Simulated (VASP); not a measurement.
Crystal: HgTe (Coloradoite).

```xyz
2
Lattice="0.0000 3.2145 3.2145 3.2145 0.0000 3.2145 3.2145 3.2145 0.0000" Properties=species:S:1:pos:R:3 pbc="T T T"
Hg    0.0000    0.0000    0.0000
Te    4.8217    4.8217    4.8217
```

* Program: VASP 6.6.1
* Task: relaxation of cell and atoms
* Functional: PBE0
* Potentials or basis: VASP PAW PBE potentials, release 64 (Hg, Te)
* Cutoff: 600 eV
* k mesh: 4 × 4 × 4
* Occupations: fermi-dirac, width 0.05 eV
* Spin: no spin polarisation

At the start: pressure 3.2 GPa; volume 33.22 Å³/atom.

Q: How do energy, volume and symmetry change on relaxing?

A: Over 4 steps the energy falls by 24.3 meV/atom and the volume is 35.53 Å³/atom (+7.0 %); space group F-43m (No. 216, to 0.05 Å).

The path:
```
step  energy change (eV)  largest force (eV/Å)  pressure (GPa)  volume (Å³)
   1              0.0000                0.0000            3.22        66.43
   2             -0.0415                0.0000           -1.07        73.06
   3             -0.0486                0.0000           -0.13        71.27
   4             -0.0487                0.0000           -0.01        71.06
```

Final structure:
```
Hg Te
1.0
     0.00000    3.28755    3.28755
     3.28755    0.00000    3.28755
     3.28755    3.28755    0.00000
Hg Te
1 1
Direct
  0.00000 0.00000 0.00000
  0.75000 0.75000 0.75000
```

Caveat: the k mesh is coarse (spacing up to 0.42 Å⁻¹), so the values aren't converged, least of all with exact exchange; the PAW data sets were made with another functional, which shifts forces and pressure a little.
